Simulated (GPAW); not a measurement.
La2O3: single point with PBE

Crystal: La2O3.

```
La O
1.0
     3.93078    0.00000    0.00000
    -1.96539    3.40415    0.00000
     0.00000    0.00000    6.11195
La O
2 3
Direct
  0.33333 0.66667 0.24624
  0.66667 0.33333 0.75376
  0.00000 0.00000 0.00000
  0.33333 0.66667 0.64589
  0.66667 0.33333 0.35411
```

The cell is a database's computed one.

```yaml
Program: GPAW 26.7.0
Task: single point
Functional: PBE
Potentials_or_basis: GPAW PAW data sets (gpaw-data 1.2.1)
Cutoff: 800 eV
Basis: pw
k_mesh: 8 × 8 × 5
Occupations: fermi-dirac, width 0.05 eV
Spin: no spin polarisation
```

```
Pressure               : 2.2 GPa
Largest force          : 0.041 eV/Å
Band gap on the k mesh : 3.89 eV, indirect (least direct gap 4.07 eV)
```

Forces in eV/Å, atoms in the order of the input:
```
La   0.000  0.000 -0.041
La   0.000  0.000  0.041
O    0.000  0.000  0.000
O    0.000  0.000  0.004
O    0.000  0.000 -0.004
```

Stress tensor (GPa, compression positive):
```
2.17 0.00 0.00
0.00 2.17 0.00
0.00 0.00 2.34
```

Levels at points of the mesh, in eV from the valence-band top:
```
           k point  band 17  band 18  band 19  band 20  band 21  band 22  band 23  band 24
(0.00, 0.00, 0.00)    -1.63    -0.35    -0.35    -0.08     4.35     4.63     4.63     5.20
(0.50, 0.50, 0.00)    -0.70    -0.63    -0.38    -0.26     3.89     4.76     5.20     5.23
```

Run time: 2.5 min on 1 thread of Arm Neoverse V2, with other jobs on the host, peak memory 0.35 GiB.

Caveat: one-centre terms of the f shell are cut off; spin-orbit coupling is left out, which moves the levels of the heavy elements; an odd mesh through Γ misses points on the zone boundary, where band edges often lie.
